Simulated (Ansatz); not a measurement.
Set up this calculation in Ansatz 0.2.0, as the native input.

* Task: band structure
* Functional: revPBE
* Potentials or basis: Ansatz PAW
* Cutoff: 420 eV (not typed: the program's choice for these potentials)
* k mesh: 8 × 8 × 8
* Occupations: fermi-dirac, width 0.05 eV
* Spin: no spin polarisation
* Path: [["G", "L", "B1"], ["B", "Z", "G", "X"], ["Q", "F", "P1", "Z"], ["L", "P"]]
* Points for each segment of the path: 14

Crystal: InSe.

```
In Se
1.0
     2.00000    1.15470    8.44000
    -2.00000    1.15470    8.44000
     0.00000   -2.30940    8.44000
In Se
2 2
Direct
  0.88860 0.88860 0.88860
  0.00000 0.00000 0.00000
  0.17190 0.17190 0.17190
  0.38350 0.38350 0.38350
```

One way to write it, as run:

input.yaml

```yaml
crystal:
  lattice:
    - [2.0, 1.1547005384, 8.44]
    - [-2.0, 1.1547005384, 8.44]
    - [0.0, -2.3094010768, 8.44]
  atoms:
    - { symbol: In, position: [0.8886, 0.8886, 0.8886] }
    - { symbol: In, position: [0.0, 0.0, 0.0] }
    - { symbol: Se, position: [0.1719, 0.1719, 0.1719] }
    - { symbol: Se, position: [0.3835, 0.3835, 0.3835] }
hamiltonian:
  xc: revpbe
  pseudopotentials: { kind: paw }
kpoints:
  mp_grid: { grid: [8, 8, 8] }
  band_path:
    path:
      - [[0.0, 0.0, 0.0], [0.5, 0.0, 0.0], [0.5, 0.1791451724, -0.1791451724]]
      - [[0.8208548276, 0.5, 0.1791451724], [0.5, 0.5, 0.5], [0.0, 0.0, 0.0], [0.3395725862, 0.0, -0.3395725862]]
      - [[0.6604274138, 0.3395725862, 0.0], [0.5, 0.5, 0.0], [0.6604274138, 0.6604274138, 0.1791451724], [0.5, 0.5, 0.5]]
      - [[0.5, 0.0, 0.0], [0.8208548276, 0.3395725862, 0.3395725862]]
    npoints: 14
scf:
  occupations: { method: fermi_dirac, width: 0.05 }
  n_extra_bands: 10
output:
  forces: true
  stress: true
  eigenvalues: true
  fatbands: false
```

Potentials or basis: Ansatz PAW.

Launch:

```sh
$ ansatz run input.yaml --threads 2 --pin off --max-ram 5120MiB --backend cpu --events-out ev --progress --plain --runs-dir out
```

Results of the run:

```
Pressure                : 4.0 GPa
Largest force           : 0.393 eV/Å
Band gap on the k mesh  : 0.54 eV, direct
Band gap along the path : 0.54 eV, direct
```

Caveat: spin-orbit coupling is left out, which moves the levels of the heavy elements; the PAW data sets come from PBE, with cores solved anew for the run's functional, which leaves a small shift of forces and pressure.

Wall time 12 s on 2 threads of INTEL(R) XEON(R) PLATINUM 8581C CPU @ 2.30GHz (Emerald Rapids), on a shared host, peak memory 0.59 GiB.
